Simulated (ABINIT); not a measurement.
# GaAs (F-43m) in ABINIT: notebook, part 2 of 2

ABINIT 10.8.3 (patched build).

## 3. Relaxation of cell and atoms, LDA

Contents of run.abi:

```
# Pseudopotentials
pp_dirpath "./"
pseudos "As.LDA_PW-JTH_sp.xml, Ga.LDA_PW-JTH.xml"

# Structure
acell 7.55468967 7.55468967 7.55468967
rprim
     0.0000000000     0.7071067812     0.7071067812
     0.7071067812     0.0000000000     0.7071067812
     0.7071067812     0.7071067812     0.0000000000
ntypat 2
znucl 33 31
natom 2
typat 1 2
chkprim 0
chksymtnons 0
tolsym 1.0e-6
xred
            3/4            3/4            3/4
            0.0            0.0            0.0

# Plane-wave basis
ecut 17.0
pawecutdg 34.0
ecutsm 0.5

# k points
kptopt 1
ngkpt 6 6 6
nshiftk 1
shiftk 0.0 0.0 0.0

# Exchange and correlation
ixc 7

# Bands and occupations
nband 13
occopt 3
tsmear 0.05 eV

# SCF cycle
nstep 80
tolvrs 1.0e-10

# Output
iomode 3
prteig 0
prtebands 0
prtwf 0
prtden 0

# Relaxation
ionmov 2
optcell 2
ntime 50
tolmxf 2.0e-5
dilatmx 1.08
```

Potentials or basis: JTH PAW LDA v2.0 sp.

Run with:

```
abinit run.abi > log 2>&1
```

run.abo:

```text
.Version 10.8.3 of ABINIT
 Symmetries : space group F-4 3 m (#216); Bravais cF (face-center cubic)
================================================================================
 Values of the parameters that define the memory need of the present run
     intxc =       0    ionmov =       2      iscf =      17    lmnmax =      18
     lnmax =       6     mgfft =      32  mpssoang =       3    mqgrid =    3001
     natom =       2  nloc_mem =       2    nspden =       1   nspinor =       1
    nsppol =       1      nsym =      24    n1xccc =       1    ntypat =       2
    occopt =       3   xclevel =       1
       mpw =        1303          nfft =       32768          nkpt =          16
 PAW method is used; the additional fine FFT grid is defined by:
   mgfftf=        45    nfftf =     91125
================================================================================
================================================================================

--------------------------------------------------------------------------------
------------- Echo of variables that govern the present computation ------------
--------------------------------------------------------------------------------
 -outvars: echo values of preprocessed input variables --------
            acell      7.5546896700E+00  7.5546896700E+00  7.5546896700E+00 Bohr
              amu      7.49215900E+01  6.97230000E+01
          chkprim           0
      chksymtnons           0
          dilatmx      1.08000000E+00
             ecut      1.70000000E+01 Hartree
           ecutsm      5.00000000E-01 Hartree
           ionmov           2
              ixc           7
         kptrlatt        6    0    0      0    6    0      0    0    6
          kptrlen      4.53281380E+01
            natom           2
            nband          13
            ngfft          32      32      32
          ngfftdg          45      45      45
             nkpt          16
            nstep          80
             nsym          24
            ntime          50
           ntypat           2
           occopt           3
          optcell           2
        pawecutdg      3.40000000E+01 Hartree
           prtden           0
        prtebands           0
           prteig           0
            prtwf           0
[... 503 lines left out ...]
 length scales=  7.490779776014  7.490779776014  7.490779776014 bohr
              =  3.963949946670  3.963949946670  3.963949946670 angstroms
 Fermi (or HOMO) energy (hartree) =   0.07594   Average Vxc (hartree)=  -0.35601
 Eigenvalues (hartree) for nkpt=  16  k points:
 kpt#   1, nband= 13, wtk=  0.00463, kpt=  0.0000  0.0000  0.0000 (reduced coord)
  -0.48341   -0.48341   -0.48341   -0.48036   -0.48036   -0.41056    0.06605    0.06605
   0.06605    0.08380    0.20229    0.20229    0.20229
      occupation numbers for kpt#   1
   2.00000    2.00000    2.00000    2.00000    2.00000    2.00000    1.99088    1.99088
   1.99088    0.02739    0.00000    0.00000    0.00000
 prteigrs : prtvol=0 or 1, do not print more k-points.

--- !EnergyTerms
iteration_state     : {dtset: 1, itime: 4, icycle: 1, }
comment             : Components of total free energy in Hartree
kinetic             :  7.27479093154567E+00
hartree             :  2.84948839219419E+01
xc                  : -7.98202237330147E+00
Ewald energy        : -4.69018298785562E+01
psp_core            :  3.53184803612418E+00
local_psp           : -7.41662432801419E+01
PAW spherical_terms :  3.91342287263622E+00
internal            : -8.58351497697516E+01
'-kT*entropy'       : -2.72705795772138E-06
total_energy        : -8.58351524968096E+01
total_energy_eV     : -2.33569348807337E+03
...

--- !EnergyTermsDC
iteration_state     : {dtset: 1, itime: 4, icycle: 1, }
comment             : '"Double-counting" decomposition of free energy'
band_energy         : -5.88526232938170E+00
Ewald energy        : -4.69018298785562E+01
psp_core            :  3.53184803612418E+00
xc_dc               : -3.16672960369957E+01
PAW spherical_terms : -4.91260819276385E+00
internal            : -8.58351484015733E+01
'-kT*entropy'       : -2.72705795772138E-06
total_energy_dc     : -8.58351511286313E+01
total_energy_dc_eV  : -2.33569345084334E+03
...

--- !EnergyTermsWithPAWCore
iteration_state     : {dtset: 1, itime: 4, icycle: 1, }
comment             : 'Components of total free energy, including PAW core contributions'
Total energy        : -4.19922756477209E+03
Total energy DC     : -4.19922756340391E+03
Total energy (eV)   : -1.14266803199783E+05
Total energy DC (eV): -1.14266803162553E+05
...

 Cartesian components of stress tensor (hartree/bohr^3)
  sigma(1 1)=  9.29704459E-08  sigma(3 2)=  0.00000000E+00
  sigma(2 2)=  9.29704459E-08  sigma(3 1)=  0.00000000E+00
  sigma(3 3)=  9.29704459E-08  sigma(2 1)=  0.00000000E+00

-Cartesian components of stress tensor (GPa)         [Pressure= -2.7353E-03 GPa]
- sigma(1 1)=  2.73528495E-03  sigma(3 2)=  0.00000000E+00
- sigma(2 2)=  2.73528495E-03  sigma(3 1)=  0.00000000E+00
- sigma(3 3)=  2.73528495E-03  sigma(2 1)=  0.00000000E+00

== END DATASET(S) ==============================================================
================================================================================

 -outvars: echo values of variables after computation  --------
            acell      7.4907797760E+00  7.4907797760E+00  7.4907797760E+00 Bohr
           etotal     -8.5835151129E+01
            fcart     -9.9288086986E-32 -2.9786426096E-31  2.9786426096E-31
                       9.9288086986E-32  2.9786426096E-31 -2.9786426096E-31
            rprim      0.0000000000E+00  7.0710678119E-01  7.0710678119E-01
                       7.0710678119E-01  0.0000000000E+00  7.0710678119E-01
                       7.0710678119E-01  7.0710678119E-01  0.0000000000E+00
           strten      9.2970445873E-08  9.2970445877E-08  9.2970445877E-08
                       0.0000000000E+00  0.0000000000E+00  0.0000000000E+00
           xangst      4.2044038314E+00  4.2044038314E+00  4.2044038314E+00
                       5.2995220467E-31  2.5827899051E-32 -5.8160800277E-31
             xred      7.5000000000E-01  7.5000000000E-01  7.5000000000E-01
                      -1.9367769224E-31 -1.3821881816E-32  2.0289228012E-31
 Calculation completed.
```

It took 50 s on 1 thread of Arm Neoverse N1, shared host; peak memory 0.09 GiB.

Results:

| Quantity | Value |
| --- | --- |
| Free energy | -2335.6935 eV |
| Relaxed volume | 22.02 Å³/atom |
| Relaxed cell | a = 3.964 Å, b = 3.964 Å, c = 3.964 Å, α = 60.00°, β = 60.00°, γ = 60.00° |
| Space group after relaxing (to 0.05 Å) | F-43m (No. 216) |
| Energy gained by relaxing | 3.3 meV/atom |
| Ionic steps | 4 |
| Pressure after relaxing | 0.0 GPa |
| Band gap on the k mesh | 0.48 eV, direct |

The path:
```tsv
step	energy change (eV)	largest force (eV/Å)	pressure (GPa)	volume (Å³)
1	0.0000	0.0000	-1.79	45.18
2	-0.0025	0.0000	-1.43	44.93
3	-0.0065	0.0000	0.07	44.00
4	-0.0065	0.0000	0.00	44.04
```

Final structure:
```xyz
2
Lattice="0.0000 2.8029 2.8029 2.8029 0.0000 2.8029 2.8029 2.8029 0.0000" Properties=species:S:1:pos:R:3 pbc="T T T"
As    4.2044    4.2044    4.2044
Ga    0.0000    0.0000    0.0000
```

Caveat: this set keeps more shells in the core, which shifts pressures and gaps. A k mesh can miss the band edges.

## 4. Single point, LDA (cell relaxed)

Contents of run.abi:

```
pp_dirpath "./"
pseudos "As.LDA_PW-JTH_sp.xml, Ga.LDA_PW-JTH.xml"

acell 7.4907797774 7.4907797774 7.4907797774
rprim
     0.0000000000     0.7071067812     0.7071067812
     0.7071067812     0.0000000000     0.7071067812
     0.7071067812     0.7071067812     0.0000000000
ntypat 2
znucl 33 31
natom 2
typat 1 2
xred
     0.7500000000     0.7500000000     0.7500000000
     0.0000000000     0.0000000000     0.0000000000
chkprim 0
chksymtnons 0
tolsym 1.0e-6

ecut 17.0
pawecutdg 34.0

kptopt 1
ngkpt 6 6 6
nshiftk 1
shiftk 0.0 0.0 0.0

ixc 7

nband 13
occopt 3
tsmear 0.05 eV

nstep 100
tolvrs 1.0e-9

iomode 3
prtwf 0
prtden 0
prteig 0
prtebands 0
```

Potentials or basis: JTH PAW LDA v2.0 sp.

Run with:

```
abinit run.abi > log 2>&1
```

run.abo:

```text
.Version 10.8.3 of ABINIT
 Symmetries : space group F-4 3 m (#216); Bravais cF (face-center cubic)
================================================================================
 Values of the parameters that define the memory need of the present run
     intxc =       0    ionmov =       0      iscf =      17    lmnmax =      18
     lnmax =       6     mgfft =      30  mpssoang =       3    mqgrid =    3001
     natom =       2  nloc_mem =       2    nspden =       1   nspinor =       1
    nsppol =       1      nsym =      24    n1xccc =       1    ntypat =       2
    occopt =       3   xclevel =       1
       mpw =        1018          nfft =       27000          nkpt =          16
 PAW method is used; the additional fine FFT grid is defined by:
   mgfftf=        40    nfftf =     64000
================================================================================
================================================================================

--------------------------------------------------------------------------------
------------- Echo of variables that govern the present computation ------------
--------------------------------------------------------------------------------
 -outvars: echo values of preprocessed input variables --------
            acell      7.4907797774E+00  7.4907797774E+00  7.4907797774E+00 Bohr
              amu      7.49215900E+01  6.97230000E+01
          chkprim           0
      chksymtnons           0
             ecut      1.70000000E+01 Hartree
              ixc           7
         kptrlatt        6    0    0      0    6    0      0    0    6
          kptrlen      4.49446787E+01
            natom           2
            nband          13
            ngfft          30      30      30
          ngfftdg          40      40      40
             nkpt          16
            nstep         100
             nsym          24
           ntypat           2
           occopt           3
        pawecutdg      3.40000000E+01 Hartree
           prtden           0
        prtebands           0
           prteig           0
            prtwf           0
            rprim      0.0000000000E+00  7.0710678120E-01  7.0710678120E-01
                       7.0710678120E-01  0.0000000000E+00  7.0710678120E-01
                       7.0710678120E-01  7.0710678120E-01  0.0000000000E+00
          spgroup         216
           tolsym      1.00000000E-06
           tolvrs      1.00000000E-09
           tsmear      1.83746611E-03 Hartree
            typat      1  2
           useylm           1
           xangst      4.2044038322E+00  4.2044038322E+00  4.2044038322E+00
                       0.0000000000E+00  0.0000000000E+00  0.0000000000E+00
            xcart      7.9451717656E+00  7.9451717656E+00  7.9451717656E+00
                       0.0000000000E+00  0.0000000000E+00  0.0000000000E+00
             xred      7.5000000000E-01  7.5000000000E-01  7.5000000000E-01
                       0.0000000000E+00  0.0000000000E+00  0.0000000000E+00
            znucl       33.00000   31.00000

================================================================================

 chkinp: Checking input parameters for consistency.

================================================================================
== DATASET  1 ==================================================================

--- !DatasetInfo
iteration_state: {dtset: 1, }
dimensions: {natom: 2, nkpt: 16, mband: 13, nsppol: 1, nspinor: 1, nspden: 1, mpw: 1018, }
cutoff_energies: {ecut:  17.0, pawecutdg:  34.0, }
electrons: {nelect:   1.80000000E+01, charge:   0.00000000E+00, occopt:   3.00000000E+00, tsmear:   1.83746611E-03, }
meta: {optdriver: 0, ionmov: 0, optcell: 0, iscf: 17, paral_kgb: 0, }
...

 Exchange-correlation functional for the present dataset will be:
  LDA: Perdew-Wang 92 LSD fit to Ceperley-Alder data - ixc=7
[... 85 lines left out ...]
pressure_GPa:  -1.1054E-01
xred      :
- [  7.5000E-01,   7.5000E-01,   7.5000E-01, As]
- [  0.0000E+00,   0.0000E+00,   0.0000E+00, Ga]
cartesian_forces: # hartree/bohr
- [  2.85893359E-47,   3.17721878E-30,  -2.85893359E-47, ]
- [ -2.85893359E-47,  -3.17721878E-30,   2.85893359E-47, ]
force_length_stats: {min:   3.17721878E-30, max:   3.17721878E-30, mean:   3.17721878E-30, }
...

 Integrated electronic density in atomic spheres:
 ------------------------------------------------
 Atom  Sphere_radius  Integrated_density
    1        2.10392          2.77520113
    2        2.10359         11.09972302

================================================================================

 ----iterations are completed or convergence reached----

 Mean square residual over all n,k,spin=   73.620E-11; max=  15.035E-08
 reduced coordinates (array xred) for    2 atoms
       0.750000000000      0.750000000000      0.750000000000
       0.000000000000      0.000000000000      0.000000000000
 rms dE/dt=  1.9432E-29; max dE/dt=  3.3658E-29; dE/dt below (all hartree)
    1       0.000000000000      0.000000000000      0.000000000000
    2       0.000000000000      0.000000000000      0.000000000000

 cartesian coordinates (angstrom) at end:
    1      4.20440383222006     4.20440383222006     4.20440383222006
    2      0.00000000000000     0.00000000000000     0.00000000000000

 cartesian forces (hartree/bohr) at end:
    1      0.00000000000000     0.00000000000000    -0.00000000000000
    2     -0.00000000000000    -0.00000000000000     0.00000000000000
 frms,max,avg= 1.8343681E-30 3.1772188E-30   0.000E+00  0.000E+00  0.000E+00 h/b

 cartesian forces (eV/Angstrom) at end:
    1      0.00000000000000     0.00000000000000    -0.00000000000000
    2     -0.00000000000000    -0.00000000000000     0.00000000000000
 frms,max,avg= 9.4327001E-29 1.6337916E-28   0.000E+00  0.000E+00  0.000E+00 e/A
 length scales=  7.490779777400  7.490779777400  7.490779777400 bohr
              =  3.963949947404  3.963949947404  3.963949947404 angstroms
 Fermi (or HOMO) energy (hartree) =   0.07594   Average Vxc (hartree)=  -0.35601
 Eigenvalues (hartree) for nkpt=  16  k points:
 kpt#   1, nband= 13, wtk=  0.00463, kpt=  0.0000  0.0000  0.0000 (reduced coord)
  -0.48343   -0.48343   -0.48343   -0.48037   -0.48037   -0.41056    0.06605    0.06605
   0.06605    0.08380    0.20229    0.20229    0.20229
      occupation numbers for kpt#   1
   2.00000    2.00000    2.00000    2.00000    2.00000    2.00000    1.99088    1.99088
   1.99088    0.02738    0.00000    0.00000    0.00000
 prteigrs : prtvol=0 or 1, do not print more k-points.

--- !EnergyTerms
iteration_state     : {dtset: 1, }
comment             : Components of total free energy in Hartree
kinetic             :  7.27475565378663E+00
hartree             :  2.84947481240824E+01
xc                  : -7.98201241680086E+00
Ewald energy        : -4.69018298689849E+01
psp_core            :  3.53184803396193E+00
local_psp           : -7.41660768348753E+01
PAW spherical_terms :  3.91339926341221E+00
internal            : -8.58351680454179E+01
'-kT*entropy'       : -2.72575101320585E-06
total_energy        : -8.58351707711689E+01
total_energy_eV     : -2.33569398534402E+03
...

--- !EnergyTermsDC
iteration_state     : {dtset: 1, }
comment             : '"Double-counting" decomposition of free energy'
band_energy         : -5.88540868369126E+00
Ewald energy        : -4.69018298689849E+01
psp_core            :  3.53184803396193E+00
xc_dc               : -3.16671613920977E+01
PAW spherical_terms : -4.91261297257324E+00
internal            : -8.58351648833851E+01
'-kT*entropy'       : -2.72575101320585E-06
total_energy_dc     : -8.58351676091361E+01
total_energy_dc_eV  : -2.33569389930072E+03
...

--- !EnergyTermsWithPAWCore
iteration_state     : {dtset: 1, }
comment             : 'Components of total free energy, including PAW core contributions'
Total energy        : -4.19922758304645E+03
Total energy DC     : -4.19922757988441E+03
Total energy (eV)   : -1.14266803697054E+05
Total energy DC (eV): -1.14266803611011E+05
...

 Cartesian components of stress tensor (hartree/bohr^3)
  sigma(1 1)=  3.75708691E-06  sigma(3 2)=  0.00000000E+00
  sigma(2 2)=  3.75708691E-06  sigma(3 1)=  0.00000000E+00
  sigma(3 3)=  3.75708691E-06  sigma(2 1)=  0.00000000E+00

-Cartesian components of stress tensor (GPa)         [Pressure= -1.1054E-01 GPa]
- sigma(1 1)=  1.10537313E-01  sigma(3 2)=  0.00000000E+00
- sigma(2 2)=  1.10537313E-01  sigma(3 1)=  0.00000000E+00
- sigma(3 3)=  1.10537313E-01  sigma(2 1)=  0.00000000E+00

== END DATASET(S) ==============================================================
================================================================================

 -outvars: echo values of variables after computation  --------
            acell      7.4907797774E+00  7.4907797774E+00  7.4907797774E+00 Bohr
           etotal     -8.5835167609E+01
            fcart      2.8589335851E-47  3.1772187829E-30 -2.8589335851E-47
                      -2.8589335851E-47 -3.1772187829E-30  2.8589335851E-47
            rprim      0.0000000000E+00  7.0710678120E-01  7.0710678120E-01
                       7.0710678120E-01  0.0000000000E+00  7.0710678120E-01
                       7.0710678120E-01  7.0710678120E-01  0.0000000000E+00
           strten      3.7570869052E-06  3.7570869052E-06  3.7570869052E-06
                       0.0000000000E+00  0.0000000000E+00  0.0000000000E+00
           xangst      4.2044038322E+00  4.2044038322E+00  4.2044038322E+00
                       0.0000000000E+00  0.0000000000E+00  0.0000000000E+00
             xred      7.5000000000E-01  7.5000000000E-01  7.5000000000E-01
                       0.0000000000E+00  0.0000000000E+00  0.0000000000E+00
 Calculation completed.
```

Run time: 12 s. Hardware: 1 thread of Arm Neoverse N1, shared host; peak memory 0.08 GiB.

Results:

```
Free energy                                           : -2335.6939 eV
Pressure                                              : -0.1 GPa
Band gap on the k mesh                                : 0.48 eV, direct
Valence electrons inside the program's atomic spheres : As 2.78; Ga 11.10
```

Caveat: this set keeps more shells in the core, which shifts pressures and gaps.

## 5. The runs side by side

| task | level | potentials or basis | cell | cutoff (eV) | cell freedom (optcell) | optimiser (ionmov) | cutoff smearing ecutsm (Ha) | force stop (Ha/bohr) | fine-grid cutoff | gap on the mesh (eV) | pressure (GPa) |
| --- | --- | --- | --- | --- | --- | --- | --- | --- | --- | --- | --- |
| single point | PBE | PseudoDojo NC SR PBE v0.4.1 standard | as given | 1034 | - | - | - | - | - | 0.51 | - |
| relaxation of cell and atoms | LDA | JTH PAW LDA v2.0 sp | relaxed | 463 | 2 | 2 | 0.5 | 2e-05 | 925.187 eV | 0.48 | 0.0 |
| single point | LDA | JTH PAW LDA v2.0 sp | cell relaxed | 463 | - | - | - | - | 925.187 eV | 0.48 | -0.1 |

Alike in all rows: no spin polarisation; k mesh 6 × 6 × 6; smearing fermi-dirac 0.05 eV.

Caveats: this set keeps more shells in the core, which shifts pressures and gaps (some runs).

Absolute energies hang on the potentials; compare differences alone.

## 6. Comparison with measurements

Step 2. Against the measured gap of GaAs, 1.418 eV (direct; 300 K; “Evidence of valence band perturbations in GaAsN/GaAs(001): A combined variable-angle spectroscopic ellipsometry and modulated photoreflectance investigation”, 2008, arxiv:0805.2212), the calculated 0.51 eV is off by -0.90 eV. 3 values of this kind are on record (1.412 to 1.51 eV); this one was drawn at random among those near their median, those with a stated uncertainty first. Spin-orbit coupling on As, Ga is left out. The value is that of PBE on a finite k mesh, which can miss the band edges, without temperature or zero-point motion. Semilocal functionals fall short of measured gaps as a rule.
